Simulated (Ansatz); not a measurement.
## Dielectric response of CaS (110) films: cost of one run

Ansatz 0.2.0; plane-wave DFT, LDA, Ansatz PAW. The cell holds 24 atoms.

input.yaml reads:

```yaml
crystal:
  lattice:
    - [4.02343758, 0.0, 0.0]
    - [0.0, 5.69, 0.0]
    - [0.0, 0.0, 40.1289067172]
  atoms:
    - { symbol: Ca, position: [0.5, 0.5, 0.224277229] }
    - { symbol: S, position: [0.5, 0.0, 0.224277229] }
    - { symbol: Ca, position: [0.0, 0.0, 0.2744086419] }
[... 15 atom lines left out ...]
    - { symbol: Ca, position: [0.0, 0.0, 0.6754599452] }
    - { symbol: S, position: [0.0, 0.5, 0.6754599452] }
    - { symbol: Ca, position: [0.5, 0.5, 0.7255913581] }
    - { symbol: S, position: [0.5, 0.0, 0.7255913581] }
    - { symbol: Ca, position: [0.0, 0.0, 0.775722771] }
    - { symbol: S, position: [0.0, 0.5, 0.775722771] }
kpoints:
  mp_grid: { grid: [8, 6, 1] }
hamiltonian:
  xc: lda
scf:
  occupations: { method: fixed }
  convergence: { dr2_threshold: 1.0e-09 }
efield:
  axis: 3
  dipole_correction: true
  ramp_position: 0.97
  ramp_width: 0.06
relax:
  f_tol: 0.003
  max_steps: 100
output:
  write_potential: true
  write_density: true
  volumetric_format: npy
```

Launch:

```console
$ ansatz run input.yaml --threads 4 --pin off --max-ram 8192MiB --backend cpu --events-out ev --progress --plain --runs-dir out
```

The cutoff in use is 420 eV. For reference, a run of the same kind (10 atoms, 20 k-points, 50 bands and 11,725 plane waves; 45 SCF cycles) took 70 s and 1.1 GiB on the same hardware.

**Question.** How long does this run take on 4 threads of Arm Neoverse V1, shared host, and how much memory does it need?

A cutoff of 420 eV is a sphere of radius 10.5 Å⁻¹, so a cell of 919 Å³ holds about V·G³/6π² = 17,954 plane waves. At two electrons a band, the 192 electrons need 96 bands, and 24 more are carried. Symmetry cuts the 8×6×1 mesh from 48 to 20 points. The run has 20 k-points, 120 bands and 18,057 plane waves. Taking the work of a cycle as k-points × spins × bands × plane waves, that is 3.7 times the reference, or 4.3 min at the reference's 45 cycles. The run needed 57 SCF cycles over 6 ionic steps, which makes it about 5.5 min. One copy of the wavefunctions takes 0.65 GiB at 16 bytes a coefficient, against 0.17 GiB in the reference; grids, projectors and work arrays come on top. Measured: about 7 min, with a peak of 2.8 GiB. The run took longer than the estimate, which leaves out the steps that grow as the square of the band count.

[Logs are printed without paths, hosts, clocks, repeated set-up lines and the standing remarks that a program may print on its own settings, such as how far it seeks lower states.]

[Hosts, paths, dates, database ids (printed as entryN), source tags and the programs' standing remarks are cut or masked in the printed files.]

[Maps of the electrostatic potential energy from Ansatz leave out the sawtooth potential of an applied field or a dipole correction, so their vacuum need not be flat; planar profiles and work functions include it.]
